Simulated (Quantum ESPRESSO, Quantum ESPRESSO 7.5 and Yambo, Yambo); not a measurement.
# GaN (F-43m): G0W0 with Yambo, start to end

How does a plane-wave GW calculation on GaN (F-43m) run from the first input to the gap?

Program: Quantum ESPRESSO 7.5 and Yambo 5.3.0. Level of theory: PBE and many-body steps on it, plane waves. Results are calculated unless marked as measured.

**Experimental background.**

- Gap 3.23 eV: absorption onset (direct gap at Gamma) of unexcited film, from imaginary part of dielectric function; spectroscopic ellipsometry (steady-state reference of time-resolved measurement); 300 K; film on 3C-SiC/Si(001) (“Femtosecond pump-probe absorption edge spectroscopy of cubic GaN”, 2022, arxiv:2206.02223).

## (1) The structure

It takes space group F-43m (No. 216, cubic). Conventional cell: a = 4.507 Å, b = 4.507 Å, c = 4.507 Å, α = 90.00°, β = 90.00°, γ = 90.00°. Nearest to Ga lie 4 N at 1.95 Å. Nearest to N lie 4 Ga at 1.95 Å. Farther neighbours and most contacts between anions are not listed.

The cell and positions are those that the Materials Project relaxed with its own functionals (PBE, PBE+U or r2SCAN), kept fixed. This is not the form that GaN usually takes at ambient conditions.

## (2) Ground state

This step: Quantum ESPRESSO 7.5; DFT, PBE, plane waves, norm-conserving pseudopotentials.

The ground-state density comes first.

pw.in

```
&control
  calculation = 'scf'
  prefix = 'x'
  outdir = 'o'
  pseudo_dir = 'pseudo'
/
&system
  ibrav = 0
  nat = 2
  ntyp = 2
  ecutwfc = 72.0
  nbnd = 14
  force_symmorphic = .true.
/
&electrons
  conv_thr = 1e-10
  electron_maxstep = 80
  mixing_beta = 0.5
/
ATOMIC_SPECIES
  Ga 69.723 Ga.upf
  N 14.007 N.upf
CELL_PARAMETERS angstrom
  0.0000000000 2.2535006075 2.2535006075
  2.2535006075 0.0000000000 2.2535006075
  2.2535006075 2.2535006075 0.0000000000
ATOMIC_POSITIONS crystal
  Ga 0.0000000000 0.0000000000 0.0000000000
  N 0.7500000000 0.7500000000 0.7500000000
K_POINTS automatic
  8 8 8 0 0 0
```

On the command line:

```console
$ OMP_NUM_THREADS=1 mpirun -n 4 pw.x -nk 4 -in pw.in > pw.out
```

The program printed:

```text
Program PWSCF v.7.5 starts

     This program is part of the open-source Quantum ESPRESSO suite
     for quantum simulation of materials; please cite
         "P. Giannozzi et al., J. Phys.:Condens. Matter 21 395502 (2009);
         "P. Giannozzi et al., J. Phys.:Condens. Matter 29 465901 (2017);
         "P. Giannozzi et al., J. Chem. Phys. 152 154105 (2020);
     in publications or presentations arising from this work. More details at
     Message from routine setup:
     using ibrav=0 with symmetry is DISCOURAGED, use correct ibrav instead

     G-vector sticks info

     bravais-lattice index     =            0
     lattice parameter (alat)  =       6.0224  a.u.
     unit-cell volume          =     154.4542 (a.u.)^3
     number of atoms/cell      =            2
     number of atomic types    =            2
     number of electrons       =        18.00
     number of Kohn-Sham states=           14
     kinetic-energy cutoff     =      72.0000  Ry
     charge density cutoff     =     288.0000  Ry
     scf convergence threshold =      1.0E-10
     mixing beta               =       0.5000
     number of iterations used =            8  plain     mixing
     Exchange-correlation= PBE
                           (   1   4   3   4   0   0   0)

     celldm(1)=   6.022427  celldm(2)=   0.000000  celldm(3)=   0.000000
     celldm(4)=   0.000000  celldm(5)=   0.000000  celldm(6)=   0.000000

     crystal axes: (cart. coord. in units of alat)
               a(1) = (   0.000000   0.707107   0.707107 )
               a(2) = (   0.707107   0.000000   0.707107 )
               a(3) = (   0.707107   0.707107   0.000000 )

     reciprocal axes: (cart. coord. in units 2 pi/alat)
               b(1) = ( -0.707107  0.707107  0.707107 )
               b(2) = (  0.707107 -0.707107  0.707107 )
               b(3) = (  0.707107  0.707107 -0.707107 )
     Pseudo is Norm-conserving + core correction, Zval = 13.0
     Generated using ONCVPSP code by D. R. Hamann
     Using radial grid of 1902 points,  6 beta functions with:
     Pseudo is Norm-conserving + core correction, Zval =  5.0
     Generated using ONCVPSP code by D. R. Hamann
     Using radial grid of 1058 points,  4 beta functions with:
     Ga               13.00    69.72300     Ga( 1.00)
     N                 5.00    14.00700     N ( 1.00)

     24 Sym. Ops. (no inversion) found

   Cartesian axes

     site n.     atom                  positions (alat units)
         1        Ga     tau(   1) = (   0.0000000   0.0000000   0.0000000  )
         2        N      tau(   2) = (   1.0606602   1.0606602   1.0606602  )

     number of k points=    29
                       cart. coord. in units 2pi/alat
        k(    1) = (   0.0000000   0.0000000   0.0000000), wk =   0.0039062
        k(    2) = (   0.0883883   0.0883883  -0.0883883), wk =   0.0312500
        k(    3) = (   0.1767767   0.1767767  -0.1767767), wk =   0.0312500
        k(    4) = (   0.2651650   0.2651650  -0.2651650), wk =   0.0312500
        k(    5) = (  -0.3535534  -0.3535534   0.3535534), wk =   0.0156250
        k(    6) = (   0.1767767   0.0000000   0.0000000), wk =   0.0234375
        k(    7) = (   0.2651650   0.0883883  -0.0883883), wk =   0.0937500
        k(    8) = (   0.3535534   0.1767767  -0.1767767), wk =   0.0937500
        k(    9) = (  -0.2651650  -0.4419417   0.4419417), wk =   0.0937500
        k(   10) = (  -0.1767767  -0.3535534   0.3535534), wk =   0.0937500
     [... 17 further rows ...]
        k(   28) = (  -0.7071068   0.1767767  -0.0000000), wk =   0.0468750
        k(   29) = (  -0.7071068   0.3535534   0.0000000), wk =   0.0234375

     Dense  grid:    12675 G-vectors     FFT dimensions: (  36,  36,  36)

     Initial potential from superposition of free atoms

     starting charge      17.9973, renormalised to      18.0000
     Starting wfcs are   13 randomized atomic wfcs +    1 random wfcs

     per-process dynamical memory:    15.5 Mb

     Self-consistent Calculation

     iteration #  1     ecut=    72.00 Ry     beta= 0.50

     total energy              =    -173.58956957 Ry
     estimated scf accuracy    <       0.51543155 Ry

     iteration #  2     ecut=    72.00 Ry     beta= 0.50

     total energy              =    -173.74125147 Ry
     estimated scf accuracy    <       0.10006193 Ry

     iteration #  3     ecut=    72.00 Ry     beta= 0.50

     total energy              =    -173.75825254 Ry
     estimated scf accuracy    <       0.00329352 Ry

     iteration #  4     ecut=    72.00 Ry     beta= 0.50

     total energy              =    -173.75852892 Ry
     estimated scf accuracy    <       0.00043048 Ry

     iteration #  5     ecut=    72.00 Ry     beta= 0.50

     total energy              =    -173.75854307 Ry
     estimated scf accuracy    <       0.00003550 Ry

     iteration #  6     ecut=    72.00 Ry     beta= 0.50

     total energy              =    -173.75855339 Ry
     estimated scf accuracy    <       0.00000680 Ry

     iteration #  7     ecut=    72.00 Ry     beta= 0.50

     total energy              =    -173.75855320 Ry
     estimated scf accuracy    <       0.00000182 Ry

     iteration #  8     ecut=    72.00 Ry     beta= 0.50

     total energy              =    -173.75855331 Ry
     estimated scf accuracy    <       0.00000010 Ry

     iteration #  9     ecut=    72.00 Ry     beta= 0.50

     total energy              =    -173.75855333 Ry
     estimated scf accuracy    <          2.5E-09 Ry

     iteration # 10     ecut=    72.00 Ry     beta= 0.50

     total energy              =    -173.75855333 Ry
     estimated scf accuracy    <       0.00000001 Ry

     iteration # 11     ecut=    72.00 Ry     beta= 0.50

     End of self-consistent calculation

          k = 0.0000 0.0000 0.0000 (  1639 PWs)   bands (ev):

    -5.3154  -2.9760  -2.9760  -2.9760  -2.6699  -2.6699  10.5902  10.5902
    10.5902  12.3489  20.9463  20.9463  20.9463  28.2045

          k = 0.0884 0.0884-0.0884 (  1579 PWs)   bands (ev):

    -5.1511  -2.9553  -2.9553  -2.9074  -2.6706  -2.6706   9.0712  10.4297
    10.4297  13.4917  20.2332  21.1814  21.1814  27.8216

          k = 0.1768 0.1768-0.1768 (  1588 PWs)   bands (ev):

    -4.7930  -2.9163  -2.9163  -2.6641  -2.6641  -2.5906   6.7446  10.0731
    10.0731  14.6821  19.4029  21.3967  21.3967  26.6208

          k = 0.2652 0.2652-0.2652 (  1601 PWs)   bands (ev):

     [... further k-points ...]

     highest occupied, lowest unoccupied level (ev):    10.5902   12.3489

!    total energy              =    -173.75855333 Ry
     estimated scf accuracy    <          6.5E-11 Ry

     The total energy is the sum of the following terms:
     one-electron contribution =     -52.62354393 Ry
     hartree contribution      =      43.67396617 Ry
     xc contribution           =     -48.13465846 Ry
     ewald contribution        =    -116.67431711 Ry

     convergence has been achieved in  11 iterations

     XML data file, charge density, pseudopotentials, collected wavefunctions

=------------------------------------------------------------------------------=
   JOB DONE.
=------------------------------------------------------------------------------=
```

Wall time 4.6 s (4 MPI ranks of Arm Neoverse V1, shared host); peak memory 0.2 GiB; 18 s of CPU time.

Numbers from this step:

```yaml
total_energy: -2364.1056 eV
gap: 1.759 eV
k_of_the_valence_top: 0, 0, 0
k_of_the_conduction_bottom: 0, 0, 0
least_direct_gap: 1.759 eV
```

The gap is direct, at Γ.

## (3) Bands along the symmetry lines

The cheap functional maps the bands first; the places of the edges decide which points the dearer methods must see.

pw.in

```
&control
  calculation = 'bands'
  prefix = 'x'
  outdir = 'o'
  pseudo_dir = 'pseudo'
/
&system
  ibrav = 0
  nat = 2
  ntyp = 2
  ecutwfc = 72.0
  nbnd = 15
  force_symmorphic = .true.
/
&electrons
  conv_thr = 1e-9
  electron_maxstep = 80
  diago_full_acc = .true.
  diago_thr_init = 5e-6
/
ATOMIC_SPECIES
  Ga 69.723 Ga.upf
  N 14.007 N.upf
CELL_PARAMETERS angstrom
  0.0000000000 2.2535006075 2.2535006075
  2.2535006075 0.0000000000 2.2535006075
  2.2535006075 2.2535006075 0.0000000000
ATOMIC_POSITIONS crystal
  Ga 0.0000000000 0.0000000000 0.0000000000
  N 0.7500000000 0.7500000000 0.7500000000
K_POINTS crystal
  50
  0.00000000 0.00000000 0.00000000 1
  -0.06250000 -0.06250000 0.00000000 1
  -0.12500000 -0.12500000 0.00000000 1
  -0.18750000 -0.18750000 0.00000000 1
  -0.25000000 -0.25000000 0.00000000 1
  -0.31250000 -0.31250000 0.00000000 1
  -0.37500000 -0.37500000 0.00000000 1
  -0.43750000 -0.43750000 0.00000000 1
  -0.50000000 -0.50000000 0.00000000 1
  -0.48437500 -0.48437500 0.03125000 1
  -0.46875000 -0.46875000 0.06250000 1
  -0.45312500 -0.45312500 0.09375000 1
  -0.43750000 -0.43750000 0.12500000 1
  -0.42187500 -0.42187500 0.15625000 1
  -0.40625000 -0.40625000 0.18750000 1
  -0.39062500 -0.39062500 0.21875000 1
  -0.37500000 -0.37500000 0.25000000 1
  -0.37500000 0.00000000 0.37500000 1
  -0.32812500 0.00000000 0.32812500 1
  -0.28125000 0.00000000 0.28125000 1
  -0.23437500 0.00000000 0.23437500 1
  -0.18750000 0.00000000 0.18750000 1
  -0.14062500 0.00000000 0.14062500 1
  -0.09375000 0.00000000 0.09375000 1
  -0.04687500 0.00000000 0.04687500 1
  0.00000000 0.00000000 0.00000000 1
  0.00000000 0.00000000 0.06250000 1
  0.00000000 0.00000000 0.12500000 1
  0.00000000 0.00000000 0.18750000 1
  0.00000000 0.00000000 0.25000000 1
  0.00000000 0.00000000 0.31250000 1
  0.00000000 0.00000000 0.37500000 1
  0.00000000 0.00000000 0.43750000 1
  0.00000000 0.00000000 0.50000000 1
  -0.06250000 -0.03125000 0.46875000 1
  -0.12500000 -0.06250000 0.43750000 1
  -0.18750000 -0.09375000 0.40625000 1
  -0.25000000 -0.12500000 0.37500000 1
  -0.31250000 -0.15625000 0.34375000 1
  -0.37500000 -0.18750000 0.31250000 1
  -0.43750000 -0.21875000 0.28125000 1
  -0.50000000 -0.25000000 0.25000000 1
  -0.50000000 -0.28125000 0.21875000 1
  -0.50000000 -0.31250000 0.18750000 1
  -0.50000000 -0.34375000 0.15625000 1
  -0.50000000 -0.37500000 0.12500000 1
  -0.50000000 -0.40625000 0.09375000 1
  -0.50000000 -0.43750000 0.06250000 1
  -0.50000000 -0.46875000 0.03125000 1
  -0.50000000 -0.50000000 0.00000000 1
```

The program printed:

```text
[banner, memory and clock lines left out]
Program PWSCF v.7.5 starts

     Atomic positions and unit cell read from directory:
     o/x.save/

     Message from routine setup:
     using ibrav=0 with symmetry is DISCOURAGED, use correct ibrav instead

     G-vector sticks info

     bravais-lattice index     =            0
     lattice parameter (alat)  =       6.0224  a.u.
     unit-cell volume          =     154.4542 (a.u.)^3
     number of atoms/cell      =            2
     number of atomic types    =            2
     number of electrons       =        18.00
     number of Kohn-Sham states=           15
     kinetic-energy cutoff     =      72.0000  Ry
     charge density cutoff     =     288.0000  Ry
     Exchange-correlation= PBE
                           (   1   4   3   4   0   0   0)

     celldm(1)=   6.022427  celldm(2)=   0.000000  celldm(3)=   0.000000
     celldm(4)=   0.000000  celldm(5)=   0.000000  celldm(6)=   0.000000

     crystal axes: (cart. coord. in units of alat)
               a(1) = (   0.000000   0.707107   0.707107 )
               a(2) = (   0.707107   0.000000   0.707107 )
               a(3) = (   0.707107   0.707107   0.000000 )

     reciprocal axes: (cart. coord. in units 2 pi/alat)
               b(1) = ( -0.707107  0.707107  0.707107 )
               b(2) = (  0.707107 -0.707107  0.707107 )
               b(3) = (  0.707107  0.707107 -0.707107 )
     Pseudo is Norm-conserving + core correction, Zval = 13.0
     Generated using ONCVPSP code by D. R. Hamann
     Using radial grid of 1902 points,  6 beta functions with:
     Pseudo is Norm-conserving + core correction, Zval =  5.0
     Generated using ONCVPSP code by D. R. Hamann
     Using radial grid of 1058 points,  4 beta functions with:
     Ga               13.00    69.72300     Ga( 1.00)
     N                 5.00    14.00700     N ( 1.00)

     24 Sym. Ops. (no inversion) found

   Cartesian axes

     site n.     atom                  positions (alat units)
         1        Ga     tau(   1) = (   0.0000000   0.0000000   0.0000000  )
         2        N      tau(   2) = (   1.0606602   1.0606602   1.0606602  )

     number of k points=    50
                       cart. coord. in units 2pi/alat
        k(    1) = (   0.0000000   0.0000000   0.0000000), wk =   0.0400000
        k(    2) = (   0.0000000   0.0000000  -0.0883883), wk =   0.0400000
        k(    3) = (   0.0000000   0.0000000  -0.1767767), wk =   0.0400000
[...]
[... 38 further rows ...]
        k(   49) = (   0.0441942  -0.0000000  -0.7071068), wk =   0.0400000
        k(   50) = (   0.0000000   0.0000000  -0.7071068), wk =   0.0400000

     Dense  grid:    12675 G-vectors     FFT dimensions: (  36,  36,  36)

     The potential is recalculated from file :
     o/x.save/charge-density

     Starting wfcs are   13 randomized atomic wfcs +    2 random wfcs

     Band Structure Calculation

     End of band structure calculation

          k = 0.0000 0.0000 0.0000 (  1639 PWs)   bands (ev):

    -5.3154  -2.9761  -2.9761  -2.9761  -2.6700  -2.6700  10.5902  10.5902
    10.5902  12.3489  20.9463  20.9463  20.9463  28.2045  29.4307

          k = 0.0000 0.0000-0.0884 (  1587 PWs)   bands (ev):

    -5.2579  -2.9653  -2.9653  -2.9612  -2.6736  -2.6667  10.0541  10.4633
    10.4633  12.9033  20.5833  21.0757  21.0757  27.3758  28.8562

          k = 0.0000 0.0000-0.1768 (  1579 PWs)   bands (ev):

    -5.0977  -2.9363  -2.9363  -2.9116  -2.6817  -2.6582   9.1163  10.1163
    10.1163  13.8578  19.7371  21.4380  21.4380  25.1822  30.2579

          k =-0.0000 0.0000-0.2652 (  1591 PWs)   bands (ev):

[...]
k = 0.0000 0.0000-0.3536 (  1612 PWs)   bands (ev):

[...]
k = 0.0000-0.0000-0.4419 (  1588 PWs)   bands (ev):

[...]
k =-0.0000 0.0000-0.5303 (  1600 PWs)   bands (ev):

[...]
k = 0.0000-0.0000-0.6187 (  1604 PWs)   bands (ev):

[...]
k = 0.5303-0.0000-0.5303 (  1608 PWs)   bands (ev):

[...]
k = 0.0000 0.0000 0.0000 (  1639 PWs)   bands (ev):

[...]
k = 0.1326 0.0000-0.7071 (  1606 PWs)   bands (ev):

[...]
k = 0.0884-0.0000-0.7071 (  1610 PWs)   bands (ev):

[...]
k = 0.0442-0.0000-0.7071 (  1592 PWs)   bands (ev):

    -4.3123  -2.8943  -2.6842  -2.6786  -2.5961  -0.9077   4.4900   7.8576
     7.8636  14.0614  17.3435  22.2901  24.4218  24.5806  32.3856

          k = 0.0000 0.0000-0.7071 (  1588 PWs)   bands (ev):

    -4.3125  -2.8964  -2.6787  -2.6787  -2.5947  -0.9185   4.4774   7.8999
     7.8999  13.9726  17.2841  22.3061  24.5513  24.5513  32.3160

     XML data file, pseudopotentials, collected wavefunctions
```

The job ended after 2.6 s (4 MPI ranks; peak memory 0.18 GiB).

Numbers from this step:

* gap: 1.759 eV
* k of the valence top: 0, 0, 0
* k of the conduction bottom: 0, 0, 0
* least direct gap: 1.759 eV

The gap is 1.759 eV, as in the run before at this level.

Electronic bands along the path, in eV, zero at the top of the highest filled band:

```
    point  band 6  band 7  band 8  band 9  band 10  band 11  band 12  band 13
        Γ  -13.26    0.00    0.00    0.00     1.76    10.36    10.36    10.36
  halfway  -13.04   -3.42   -1.48   -1.48     4.60     7.43    11.64    12.02
        X  -11.51   -6.11   -2.69   -2.69     3.38     6.69    11.72    13.96
  halfway  -11.43   -6.02   -3.33   -2.55     3.97     7.14    11.59    13.60
        U  -11.35   -5.85   -4.24   -2.16     5.03     7.88    11.08    12.86
jump to K  -11.35   -5.85   -4.24   -2.16     5.03     7.88    11.08    12.86
  halfway  -12.88   -4.19   -2.11   -0.53     5.24     8.52     9.66    11.18
        Γ  -13.26    0.00    0.00    0.00     1.76    10.36    10.36    10.36
  halfway  -13.18   -3.85   -0.52   -0.52     4.09     8.81    10.81    10.81
        L  -11.95   -7.02   -0.96   -0.96     4.67     8.74    10.40    10.40
  halfway  -11.64   -6.40   -2.99   -1.76     6.65     7.04    10.11    11.73
        W  -11.23   -5.68   -3.68   -3.62     6.24     8.40    10.30    11.14
  halfway  -11.37   -5.93   -3.19   -3.17     4.61     7.50    11.48    12.28
        X  -11.51   -6.11   -2.69   -2.69     3.38     6.69    11.72    13.96
```

The electronic bands as a text plot (rows in eV, shown from -8.0 to 7.8 only):

```
    7.4 |     ++       +++  ++                       + +     ++
    6.8 |       +++++++     ++                        ++       ++
    6.1 |                  +  ++                     +  ++++
    5.5 |                       +                   +       +
    4.8 |     ++         ++                    +++++         +
    4.1 |    +  +++    ++        ++         +++               +
    3.5 |  ++      ++++            ++      +                   ++
    2.8 |                                ++
    2.2 | +                          +  +
    1.5 |+                            ++
    0.9 |
    0.2 |*                         ******
   -0.4 | ***                   ******  *******
   -1.1 |    *              **** **            *******
   -1.8 |  ** ****         *       **    **         * *
   -2.4 |    *    *********     *          *         * **       *
   -3.1 |             **      ** **                   *  *   ***
   -3.7 |     **        *   **              *          ******
   -4.4 |       **       ***    *
   -5.0 |         *           **             **
   -5.7 |          **  *******                 *        *******
   -6.4 |            **                              ***       **
   -7.0 |                                       *****
   -7.7 |
         Γ           X  U|K            Γ         L        W     X
```

(Part 1 of 3 ends here.)

[Paths, hosts, dates, memory and timing lines, banners, echoed tables and standing remarks are left out of the program output.]

[Logs are printed without paths, hosts, clocks, repeated set-up lines and the standing remarks that a program may print on its own settings, such as how far it seeks lower states.]

[Runs of the session that timed out or met a known fault of the program may be left out.]

[Hosts, paths, dates, database ids (printed as entryN), source tags and the programs' standing remarks are cut or masked in the printed files.]
